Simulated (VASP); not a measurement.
Wanted: the native input for a VASP 6.6.1 run.

| Quantity | Value |
| --- | --- |
| Task | relaxation of cell and atoms |
| Functional | PBE |
| Potentials or basis | VASP PAW PBE potentials, release 64 (Ga_d, As) |
| Cutoff | 600 eV |
| k mesh | 10 × 10 × 10 |
| Occupations | gaussian, width 0.03 eV |
| Spin | no spin polarisation |
| Further INCAR settings | ALGO = Normal; EDIFF = 1e-07; IBRION = 2; EDIFFG = -0.005; NSW = 90; ISIF = 3 |

The structure of GaAs lies in POSCAR:

```
GaAs                                    
1.0
    0.0000000000      2.8751155360      2.8751155360
    2.8751155360     -0.0000000000      2.8751155360
    2.8751155360      2.8751155360     -0.0000000000
  Ga              As            
     1     1
Direct
     0.0000000000000000    0.0000000000000000    0.0000000000000000
     0.2500000000000000    0.2500000000000000    0.2500000000000000
```

The input as run:

INCAR

```
SYSTEM = GaAs
PREC     = Accurate       ! precision mode
ENCUT    = 600            ! plane-wave cutoff, eV
EDIFF    = 1E-7           ! SCF threshold, eV
ISMEAR   = 0              ! smearing method
SIGMA    = 0.03           ! smearing width, eV
LREAL    = .False.        ! projectors in reciprocal space
LASPH    = .True.         ! aspherical terms in the spheres
NELM     = 80             ! most SCF steps
ALGO     = Normal         ! electronic algorithm
ISIF     = 3              ! what is computed and relaxed
LWAVE    = .False.        ! write WAVECAR
LCHARG   = .False.        ! write CHGCAR
GGA      = PE             ! functional
IBRION   = 2              ! ionic algorithm
NSW      = 90             ! ionic steps
EDIFFG   = -0.005         ! ionic threshold
```

KPOINTS

```
regular mesh
0
Gamma
  10 10 10
  0 0 0
```

Potentials or basis: VASP PAW PBE potentials, release 64 (Ga_d, As).

Run with:

```console
$ cat potpaw_PBE.64/Ga_d/POTCAR potpaw_PBE.64/As/POTCAR > POTCAR
$ mpirun -np 1 vasp_std > vasp.out
```

Results of the run:

The pressure after relaxing is 0.0 GPa. The band gap on the k mesh is 0.14 eV, direct.

Caveat: the relaxation stopped at its first step, so nothing moved.

Run time: 12 s on 1 thread of Intel(R) Xeon(R) 6975P-C (Granite Rapids), on a shared host, peak memory 0.19 GiB.
